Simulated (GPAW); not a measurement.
# BeS (F-43m) in GPAW: further runs

The runs below take BeS through band structure, equation of state, with LDA.

Everything below comes from runs of GPAW 26.7.0. Logs are shortened: lines on timing, memory, paths and dates and some standing lists are left out, and cuts for length are marked. The log counts tension as positive stress, the text compression.

**1. Starting point**

It takes space group F-43m (No. 216, cubic). Conventional cell: a = 4.850 Å, b = 4.850 Å, c = 4.850 Å, α = 90.00°, β = 90.00°, γ = 90.00°. Around S (site symmetry -43m) lie 4 Be at 2.10 Å. Around Be (site symmetry -43m) lie 4 S at 2.10 Å.

**2. Band structure, LDA**

Contents of run.py:

```python
from ase import Atoms
from ase.dft.bandgap import bandgap
from ase.io import write
from ase.units import GPa
from gpaw import GPAW, PW

atoms = Atoms(['S', 'Be'],
              cell=[[0.0, 2.425, 2.425],
                    [2.425, 0.0, 2.425],
                    [2.425, 2.425, 0.0]],
              scaled_positions=[[0.75, 0.75, 0.75],
                                [0.0, 0.0, 0.0]],
              pbc=True)

calc = GPAW(mode=PW(800),
            xc='LDA',
            kpts={'size': (9, 9, 9), 'gamma': True},
            occupations={'name': 'fermi-dirac', 'width': 0.05},
            nbands=11,
            convergence={'density': 1e-05, 'energy': 1e-05},
            maxiter=150,
            txt='gpaw.txt')
atoms.calc = calc
energy = atoms.get_potential_energy()
forces = atoms.get_forces()
stress = atoms.get_stress()
calc.write('gs.gpw')
write('result.traj', atoms)
print(f'Energy: {energy:.6f} eV')
print('Forces (eV/A):')
print(forces.round(4))
print('Stress (GPa):', (stress / GPa).round(3))
print('Fermi level:', round(calc.get_fermi_level(), 4), 'eV')
print(f'Gap: {bandgap(calc)[0]:.4f} eV, direct: {bandgap(calc, direct=True)[0]:.4f} eV')

path = atoms.cell.bandpath('GXWKGLUWLK,UX', npoints=60, eps=1e-4)
bs_calc = calc.fixed_density(kpts=path, symmetry='off', nbands=19,
                             convergence={'bands': 'CBM+6.0', 'eigenstates': 1e-6}, txt='bands.txt')
bs = bs_calc.band_structure()
bs.write('bs.json')
print(f'Gap on the path: {bandgap(bs_calc)[0]:.4f} eV')
```

Potentials or basis: the program's PAW data sets (release 1.2.1) made for this functional, pw.

Launch:

```sh
$ OMP_NUM_THREADS=1 python run.py
```

gpaw.txt:

```text
__  _  _
 | _ |_)|_||  |
 |__||  | ||/\| - 26.7.0

Input parameters:
  mode=PW(ecut=800.0),
  convergence={'density': 1e-05, 'energy': 1e-05},
  kpts=MonkhorstPack(size=(9, 9, 9), gamma=True),
  maxiter=150,
  nbands=11,
  occupations=Occupations(name='fermi-dirac', width=0.05),
  xc=XC(name='LDA')

Diagonalizing LCAO Hamiltonian
Converting LCAO to pw mode

                   S

       Be

Atoms  # Å, Bohr magnetons
|   | symbol |        x |        y |        z |    initial magnetic moments |
|---|--------|----------|----------|----------|-----------------------------|
| 0 |      S | 3.637500 | 3.637500 | 3.637500 | ( 0.0000,  0.0000,  0.0000) |
| 1 |     Be | 0.000000 | 0.000000 | 0.000000 | ( 0.0000,  0.0000,  0.0000) |

Unit cell  # Å
| periodic |        x |        y |        z |  lengths |    angles |
|----------|----------|----------|----------|----------|-----------|
|      yes | 0.000000 | 2.425000 | 2.425000 | 3.429468 | 60.000000 |
|      yes | 2.425000 | 0.000000 | 2.425000 | 3.429468 | 60.000000 |
|      yes | 2.425000 | 2.425000 | 0.000000 | 3.429468 | 60.000000 |

Number of symmetries: 24
Symmetry operations  # r_c * U_cc + t_c -> r_c
|    | kind |            matrix            |
|----|------|------------------------------|
|  0 |  E   |  1, 0, 0,  0, 1, 0,  0, 0, 1 |
|  1 |  σ   |  1, 0, 0,  0, 0, 1,  0, 1, 0 |
|  2 |  σ   |  1, 0,-1,  0, 1,-1,  0, 0,-1 |
|  3 |  C3  |  1, 0,-1,  0, 0,-1,  0, 1,-1 |
|  4 |  C3  |  1,-1, 0,  0,-1, 1,  0,-1, 0 |
|  5 |  σ   |  1,-1, 0,  0,-1, 0,  0,-1, 1 |
|  6 |  σ   |  0, 1, 0,  1, 0, 0,  0, 0, 1 |
|  7 |  C3  |  0, 1, 0,  0, 0, 1,  1, 0, 0 |
|  8 |  C2  |  0, 1,-1,  1, 0,-1,  0, 0,-1 |
|  9 |  S4  |  0, 1,-1,  0, 0,-1,  1, 0,-1 |
| 10 |  C3  |  0, 0, 1,  1, 0, 0,  0, 1, 0 |
| 11 |  σ   |  0, 0, 1,  0, 1, 0,  1, 0, 0 |
| 12 |  S4  |  0, 0,-1,  1, 0,-1,  0, 1,-1 |
| 13 |  C3  |  0, 0,-1,  0, 1,-1,  1, 0,-1 |
| 14 |  S4  |  0,-1, 1,  1,-1, 0,  0,-1, 0 |
| 15 |  C2  |  0,-1, 1,  0,-1, 0,  1,-1, 0 |
| 16 |  C3  |  0,-1, 0,  1,-1, 0,  0,-1, 1 |
| 17 |  S4  |  0,-1, 0,  0,-1, 1,  1,-1, 0 |
| 18 |  S4  | -1, 1, 0, -1, 0, 1, -1, 0, 0 |
| 19 |  C3  | -1, 1, 0, -1, 0, 0, -1, 0, 1 |
| 20 |  C3  | -1, 0, 1, -1, 1, 0, -1, 0, 0 |
| 21 |  S4  | -1, 0, 1, -1, 0, 0, -1, 1, 0 |
| 22 |  σ   | -1, 0, 0, -1, 1, 0, -1, 0, 1 |
| 23 |  C2  | -1, 0, 0, -1, 0, 1, -1, 1, 0 |

BZ-sampling:
  Number of BZ points: 729
  Number of IBZ points: 35

  Monkhorst-Pack size: [9, 9, 9]
  Monkhorst-Pack shift: [0, 0, 0]

K-points  # in reciprocal-cell coordinates
|     |                                coordinates |     weight |
|-----|--------------------------------------------|------------|
|   0 | (  0.00000000,   0.00000000,   0.00000000) | 0.00137174 |
|   1 | (  0.11111111,   0.11111111,   0.00000000) | 0.00823045 |
|   2 | (  0.11111111,   0.11111111,   0.11111111) | 0.01097394 |
|   3 | (  0.22222222,   0.11111111,   0.11111111) | 0.01646091 |
|   4 | (  0.22222222,   0.22222222,   0.00000000) | 0.00823045 |
|   5 | (  0.22222222,   0.22222222,   0.11111111) | 0.03292181 |
|   6 | (  0.22222222,   0.22222222,   0.22222222) | 0.01097394 |
|   7 | (  0.33333333,   0.22222222,   0.11111111) | 0.03292181 |
|   8 | (  0.33333333,   0.22222222,   0.22222222) | 0.03292181 |
|   9 | (  0.33333333,   0.33333333,  -0.33333333) | 0.01646091 |
| ... |                                            |            |
|  34 | (  0.44444444,   0.44444444,   0.44444444) | 0.01097394 |

Plane wave coefficients: 1484
Cutoff: 800.0 eV

Spin-components: 1 (collinear spins)
Bands:           11
Projectors:      8
Spin-degeneracy: 2
Datatype:        complex128

Parallelization:
  kpt:    1
  domain: 1
  band:   1

Density:
  Valence electrons: 8.0
  Components: 1
  Grid points: [24 24 24]
  Charge: 0.0  # |e|

Potential:
  Grid points: [24 24 24]

species:
  S:
    name:    Sulfur
    Z:       16.0
    valence: 6
    core:    10
    charge:  0.0  # [|e|]
    compensation charges:
      type: gauss
      rc: 0.24  # [Å]
      lmax: 2
    cutoffs:
      filter: 1.77  # [Å]
      core: 1.66  # [Å]
    projectors
    | kind |    occ | energy [eV] | rcut [Å] |
    |------|--------|-------------|----------|
    |   3s |  2.000 |     -17.278 |    0.974 |
    |   3p |  4.000 |      -7.106 |    0.979 |
    |    s |        |       9.933 |    0.974 |
    |    p |        |      20.105 |    0.979 |
    |    d |        |       0.000 |    0.900 |

    Using partial waves for S as LCAO basis

  Be:
    name:    Beryllium
    Z:       4.0
    valence: 2
    core:    2
    charge:  0.0  # [|e|]
    compensation charges:
      type: gauss
      rc: 0.25  # [Å]
      lmax: 2
    cutoffs:
      filter: 1.42  # [Å]
      core: 1.84  # [Å]
    projectors
    | kind |    occ | energy [eV] | rcut [Å] |
    |------|--------|-------------|----------|
    |   2s |  2.000 |      -5.600 |    0.794 |
    |   2p |  0.000 |      -2.099 |    0.794 |
    |    s |        |      21.612 |    0.794 |

    Using partial waves for Be as LCAO basis

Reference energy: -11217.772390  # eV

eigensolver:
  PPCG
  Converge bands: occupied
  niter=2

density mixing:
  MSR1-Mixer
  Pratt-step length: 0.05
  Maximum mixing coefficient: 0.75
  Old densities: 10
  SVD Regularization: 0.005
  Good broyden scale: 1.0
  Trust region scale: 1.0
  Backstep threshold: 4.0
  History deletion threshold: 6.0
  Fourier metric: weight=20.0, sigma=0.015

occupation numbers:
  Fermi-Dirac:
    width: 0.0500  # eV

poisson solver:
  ecut: 6400.0  # eV

xc functional:
  name: None

convergence criteria:
[... 6 lines left out ...]
|iter     | |      energy | eigst |  dens |
|---------|-|-------------|-------|-------|
|iter:   1| |  -11.290575 | -0.02 |       |
|iter:   2| |  -11.269418 | -2.25 | -0.92 |
|iter:   3| |  -11.114207 | -2.08 | -0.95 |
|iter:   4| |  -11.112446 | -3.29 | -1.59 |
|iter:   5| |  -11.112638 | -4.65 | -2.22 |
|iter:   6| |  -11.112672 | -5.61 | -2.72 |
|iter:   7| |  -11.112673c| -7.16 | -3.75 |
|iter:   8| |  -11.112673c| -8.12c| -4.17 |
|iter:   9| |  -11.112673c| -9.13c| -5.41c|

Converged in 9 steps
Energy contributions relative to reference atoms: (reference = -11217.772390)

Energy contributions:
  Kinetic:          11.417708
  Coulomb:         -10.557045
  Zero:              0.032600
  External:          0.000000
  Xc:              -12.005936
  Entropy:          -0.000000
  Spinorbit:         0.000000
  ----------------------------
  Free energy:     -11.112673
  Extrapolated:    -11.112673

dipole moment: (-1.705338, -1.705338, -1.705338)  # |e|*Ang

Fermi level: 6.366
Eigenvalues  # (at kpt = [0.000, 0.000, 0.000])
| band index |      eig [eV] | occ [0-2] |
|------------|---------------|-----------|
|          0 |        -9.174 |     2.000 |
|          1 |         4.514 |     2.000 |
|          2 |         4.514 |     2.000 |
|          3 |         4.514 |     2.000 |
|          4 |        10.020 |     0.000 |
|          5 |        10.020 |     0.000 |
|          6 |        10.020 |     0.000 |
|          7 |        10.156 |     0.000 |
|          8 |        17.162 |     0.000 |
|          9 |        17.162 |     0.000 |
|         10 |        19.135 |     0.000 |

Gap: 2.991 eV
Transition (v -> c):
  (s=0, k=0, n=3, [0.00, 0.00, 0.00]) -> (s=0, k=30, n=4, [0.44, 0.44, 0.00])
Direct/indirect transitions are different
Direct gap: 5.506 eV
Transition at: (s=0, k=0, n=3, [0.00, 0.00, 0.00])

Forces  # eV/Ang
|        x |        y |        z |
|----------|----------|----------|
| -0.00000 | -0.00000 | -0.00000 |  # S    0
|  0.00000 |  0.00000 |  0.00000 |  # Be   1

Stress tensor  # eV/Ang^3
|        x |        y |        z |
|----------|----------|----------|
| 0.016441 | 0.000000 | 0.000000 |
| 0.000000 | 0.016441 | 0.000000 |
| 0.000000 | 0.000000 | 0.016441 |

# Writing to gs.gpw (mode='')
```

Wall time 21 s (1 thread of Arm Neoverse V2, shared host); peak memory 0.21 GiB.

Results:

| Item | Value |
| --- | --- |
| Free energy | -11.1127 eV |
| Pressure | -2.6 GPa |
| Band gap on the k mesh | 2.99 eV, indirect (least direct gap 5.51 eV) |
| Band gap along the path | 2.90 eV, indirect (least direct gap 5.45 eV) |

Levels at the corners of the path, in eV from the valence-band top:
```csv
point,band 2,band 3,band 4,band 5,band 6,band 7
Γ,0.00,0.00,0.00,5.51,5.51,5.51
X,-5.05,-2.68,-2.68,2.90,4.78,12.54
W,-4.26,-3.94,-3.42,6.30,7.88,8.24
K,-4.58,-4.18,-2.23,4.18,7.36,10.37
Γ,0.00,0.00,0.00,5.51,5.51,5.51
L,-5.86,-1.05,-1.05,5.33,6.40,6.40
U,-4.58,-4.18,-2.23,4.18,7.36,10.37
W,-4.26,-3.94,-3.42,6.30,7.88,8.24
L,-5.86,-1.05,-1.05,5.33,6.40,6.40
K,-4.58,-4.18,-2.23,4.18,7.36,10.37
U,-4.58,-4.18,-2.23,4.18,7.36,10.37
X,-5.05,-2.68,-2.68,2.90,4.78,12.54
```

Caveat: the mesh misses the band edges, which the band path finds closer together.

**3. Equation of state, LDA**

Contents of run.py:

```python
from ase import Atoms
from ase.eos import EquationOfState
from ase.io import Trajectory
from ase.units import GPa
from gpaw import GPAW, PW

atoms = Atoms(['S', 'Be'],
              cell=[[0.0, 2.425, 2.425],
                    [2.425, 0.0, 2.425],
                    [2.425, 2.425, 0.0]],
              scaled_positions=[[0.75, 0.75, 0.75],
                                [0.0, 0.0, 0.0]],
              pbc=True)

traj = Trajectory('eos.traj', 'w')
volumes, energies = [], []
for x in [0.94, 0.96, 0.98, 1.0, 1.02, 1.04, 1.06]:
    a = atoms.copy()
    a.set_cell(atoms.cell * x**(1 / 3), scale_atoms=True)
    calc = GPAW(mode=PW(800),
                xc='LDA',
                kpts={'size': (9, 9, 9), 'gamma': True},
                occupations={'name': 'fermi-dirac', 'width': 0.05},
                nbands=11,
                convergence={'density': 1e-05, 'energy': 1e-05},
                maxiter=150,
                txt=f'eos-{x:.2f}.txt')
    a.calc = calc
    energies.append(a.get_potential_energy(force_consistent=True))
    volumes.append(a.get_volume())
    p = -a.get_stress()[:3].mean() / GPa
    calc.write(f'eos-{x:.2f}.gpw')
    traj.write(a)
    print(f'{x:.2f} {volumes[-1]:10.4f} A^3 {energies[-1]:14.6f} eV {p:9.3f} GPa', flush=True)

v0, e0, B = EquationOfState(volumes, energies, eos='birchmurnaghan').fit()
print(f'V0 = {v0:.4f} A^3, E0 = {e0:.6f} eV, B0 = {B / GPa:.2f} GPa')
```

Potentials or basis: the program's PAW data sets (release 1.2.1) made for this functional, pw.

Launch:

```sh
$ OMP_NUM_THREADS=1 python run.py
```

What it wrote:

```text
__  _  _
 | _ |_)|_||  |
 |__||  | ||/\| - 26.7.0

Input parameters:
  mode=PW(ecut=800.0),
  convergence={'density': 1e-05, 'energy': 1e-05},
  kpts=MonkhorstPack(size=(9, 9, 9), gamma=True),
  maxiter=150,
  nbands=11,
  occupations=Occupations(name='fermi-dirac', width=0.05),
  xc=XC(name='LDA')

Diagonalizing LCAO Hamiltonian
Converting LCAO to pw mode

                   S

       Be

Atoms  # Å, Bohr magnetons
|   | symbol |        x |        y |        z |    initial magnetic moments |
|---|--------|----------|----------|----------|-----------------------------|
| 0 |      S | 3.563244 | 3.563244 | 3.563244 | ( 0.0000,  0.0000,  0.0000) |
| 1 |     Be | 0.000000 | 0.000000 | 0.000000 | ( 0.0000,  0.0000,  0.0000) |

Unit cell  # Å
| periodic |        x |        y |        z |  lengths |    angles |
|----------|----------|----------|----------|----------|-----------|
|      yes | 0.000000 | 2.375496 | 2.375496 | 3.359459 | 60.000000 |
|      yes | 2.375496 | 0.000000 | 2.375496 | 3.359459 | 60.000000 |
|      yes | 2.375496 | 2.375496 | 0.000000 | 3.359459 | 60.000000 |

Number of symmetries: 24
Symmetry operations  # r_c * U_cc + t_c -> r_c
|    | kind |            matrix            |
|----|------|------------------------------|
|  0 |  E   |  1, 0, 0,  0, 1, 0,  0, 0, 1 |
|  1 |  σ   |  1, 0, 0,  0, 0, 1,  0, 1, 0 |
|  2 |  σ   |  1, 0,-1,  0, 1,-1,  0, 0,-1 |
|  3 |  C3  |  1, 0,-1,  0, 0,-1,  0, 1,-1 |
|  4 |  C3  |  1,-1, 0,  0,-1, 1,  0,-1, 0 |
|  5 |  σ   |  1,-1, 0,  0,-1, 0,  0,-1, 1 |
|  6 |  σ   |  0, 1, 0,  1, 0, 0,  0, 0, 1 |
|  7 |  C3  |  0, 1, 0,  0, 0, 1,  1, 0, 0 |
|  8 |  C2  |  0, 1,-1,  1, 0,-1,  0, 0,-1 |
|  9 |  S4  |  0, 1,-1,  0, 0,-1,  1, 0,-1 |
| 10 |  C3  |  0, 0, 1,  1, 0, 0,  0, 1, 0 |
| 11 |  σ   |  0, 0, 1,  0, 1, 0,  1, 0, 0 |
| 12 |  S4  |  0, 0,-1,  1, 0,-1,  0, 1,-1 |
| 13 |  C3  |  0, 0,-1,  0, 1,-1,  1, 0,-1 |
| 14 |  S4  |  0,-1, 1,  1,-1, 0,  0,-1, 0 |
| 15 |  C2  |  0,-1, 1,  0,-1, 0,  1,-1, 0 |
| 16 |  C3  |  0,-1, 0,  1,-1, 0,  0,-1, 1 |
| 17 |  S4  |  0,-1, 0,  0,-1, 1,  1,-1, 0 |
| 18 |  S4  | -1, 1, 0, -1, 0, 1, -1, 0, 0 |
| 19 |  C3  | -1, 1, 0, -1, 0, 0, -1, 0, 1 |
| 20 |  C3  | -1, 0, 1, -1, 1, 0, -1, 0, 0 |
| 21 |  S4  | -1, 0, 1, -1, 0, 0, -1, 1, 0 |
| 22 |  σ   | -1, 0, 0, -1, 1, 0, -1, 0, 1 |
| 23 |  C2  | -1, 0, 0, -1, 0, 1, -1, 1, 0 |

BZ-sampling:
  Number of BZ points: 729
  Number of IBZ points: 35

  Monkhorst-Pack size: [9, 9, 9]
  Monkhorst-Pack shift: [0, 0, 0]

K-points  # in reciprocal-cell coordinates
|     |                                coordinates |     weight |
|-----|--------------------------------------------|------------|
|   0 | (  0.00000000,   0.00000000,   0.00000000) | 0.00137174 |
|   1 | (  0.11111111,   0.11111111,   0.00000000) | 0.00823045 |
|   2 | (  0.11111111,   0.11111111,   0.11111111) | 0.01097394 |
|   3 | (  0.22222222,   0.11111111,   0.11111111) | 0.01646091 |
|   4 | (  0.22222222,   0.22222222,   0.00000000) | 0.00823045 |
|   5 | (  0.22222222,   0.22222222,   0.11111111) | 0.03292181 |
|   6 | (  0.22222222,   0.22222222,   0.22222222) | 0.01097394 |
|   7 | (  0.33333333,   0.22222222,   0.11111111) | 0.03292181 |
|   8 | (  0.33333333,   0.22222222,   0.22222222) | 0.03292181 |
|   9 | (  0.33333333,   0.33333333,  -0.33333333) | 0.01646091 |
| ... |                                            |            |
|  34 | (  0.44444444,   0.44444444,   0.44444444) | 0.01097394 |

Plane wave coefficients: 1411
Cutoff: 800.0 eV

Spin-components: 1 (collinear spins)
Bands:           11
Projectors:      8
Spin-degeneracy: 2
Datatype:        complex128

Parallelization:
  kpt:    1
  domain: 1
  band:   1

Density:
  Valence electrons: 8.0
  Components: 1
  Grid points: [24 24 24]
  Charge: 0.0  # |e|

Potential:
  Grid points: [24 24 24]

species:
  S:
    name:    Sulfur
    Z:       16.0
    valence: 6
    core:    10
    charge:  0.0  # [|e|]
    compensation charges:
      type: gauss
      rc: 0.24  # [Å]
      lmax: 2
    cutoffs:
      filter: 1.77  # [Å]
      core: 1.66  # [Å]
    projectors
    | kind |    occ | energy [eV] | rcut [Å] |
    |------|--------|-------------|----------|
    |   3s |  2.000 |     -17.278 |    0.974 |
    |   3p |  4.000 |      -7.106 |    0.979 |
    |    s |        |       9.933 |    0.974 |
    |    p |        |      20.105 |    0.979 |
    |    d |        |       0.000 |    0.900 |

    Using partial waves for S as LCAO basis

  Be:
    name:    Beryllium
    Z:       4.0
    valence: 2
    core:    2
    charge:  0.0  # [|e|]
    compensation charges:
      type: gauss
      rc: 0.25  # [Å]
      lmax: 2
    cutoffs:
      filter: 1.42  # [Å]
      core: 1.84  # [Å]
    projectors
    | kind |    occ | energy [eV] | rcut [Å] |
    |------|--------|-------------|----------|
    |   2s |  2.000 |      -5.600 |    0.794 |
    |   2p |  0.000 |      -2.099 |    0.794 |
    |    s |        |      21.612 |    0.794 |

    Using partial waves for Be as LCAO basis

Reference energy: -11217.772390  # eV

eigensolver:
  PPCG
  Converge bands: occupied
  niter=2

density mixing:
  MSR1-Mixer
  Pratt-step length: 0.05
  Maximum mixing coefficient: 0.75
  Old densities: 10
  SVD Regularization: 0.005
  Good broyden scale: 1.0
  Trust region scale: 1.0
  Backstep threshold: 4.0
  History deletion threshold: 6.0
  Fourier metric: weight=20.0, sigma=0.015

occupation numbers:
  Fermi-Dirac:
    width: 0.0500  # eV

poisson solver:
  ecut: 6400.0  # eV

xc functional:
  name: None

convergence criteria:
[... 6 lines left out ...]
|iter     | |      energy | eigst |  dens |
|---------|-|-------------|-------|-------|
|iter:   1| |  -11.321287 | +0.01 |       |
|iter:   2| |  -11.295703 | -2.28 | -0.90 |
|iter:   3| |  -11.109808 | -2.03 | -0.93 |
|iter:   4| |  -11.107427 | -3.20 | -1.57 |
|iter:   5| |  -11.107673 | -4.72 | -2.21 |
|iter:   6| |  -11.107708 | -5.72 | -2.75 |
|iter:   7| |  -11.107708c| -7.32 | -3.83 |
|iter:   8| |  -11.107708c| -8.14c| -4.24 |
|iter:   9| |  -11.107708c| -9.31c| -5.52c|

Converged in 9 steps
Energy contributions relative to reference atoms: (reference = -11217.772390)

Energy contributions:
  Kinetic:          15.390976
  Coulomb:         -13.565708
  Zero:              0.017172
  External:          0.000000
  Xc:              -12.950148
  Entropy:          -0.000000
  Spinorbit:         0.000000
  ----------------------------
  Free energy:     -11.107708
  Extrapolated:    -11.107708

dipole moment: (-1.529734, -1.529734, -1.529734)  # |e|*Ang

Fermi level: 6.953
Eigenvalues  # (at kpt = [0.000, 0.000, 0.000])
| band index |      eig [eV] | occ [0-2] |
|------------|---------------|-----------|
|          0 |        -8.913 |     2.000 |
|          1 |         5.208 |     2.000 |
|          2 |         5.208 |     2.000 |
|          3 |         5.208 |     2.000 |
|          4 |        10.676 |     0.000 |
|          5 |        10.676 |     0.000 |
|          6 |        10.676 |     0.000 |
|          7 |        11.380 |     0.000 |
|          8 |        17.967 |     0.000 |
|          9 |        17.967 |     0.000 |
|         10 |        20.324 |     0.000 |

Gap: 2.857 eV
Transition (v -> c):
  (s=0, k=0, n=3, [0.00, 0.00, 0.00]) -> (s=0, k=30, n=4, [0.44, 0.44, 0.00])
Direct/indirect transitions are different
Direct gap: 5.469 eV
Transition at: (s=0, k=0, n=3, [0.00, 0.00, 0.00])

Stress tensor  # eV/Ang^3
|         x |         y |         z |
|-----------|-----------|-----------|
| -0.023640 | -0.000000 |  0.000000 |
| -0.000000 | -0.023640 |  0.000000 |
|  0.000000 |  0.000000 | -0.023640 |

# Writing to eos-0.94.gpw (mode='')
```

It took 63 s on 1 thread of Arm Neoverse V2, shared host; peak memory 0.19 GiB.

What came out:

```
Equilibrium volume                      : 13.88 Å³/atom
Bulk modulus                            : 102 GPa
Pressure derivative of the bulk modulus : 3.8
```

Energy against volume, from the lowest point:
```csv
volume (Å³/atom),energy (meV/atom)
13.405,5.40
13.690,0.71
13.975,0.00
14.261,2.92
14.546,9.11
14.831,18.28
15.116,30.13
```

LDA usually gives volumes a few per cent too small. Zero-point motion and thermal expansion aren't in these numbers.
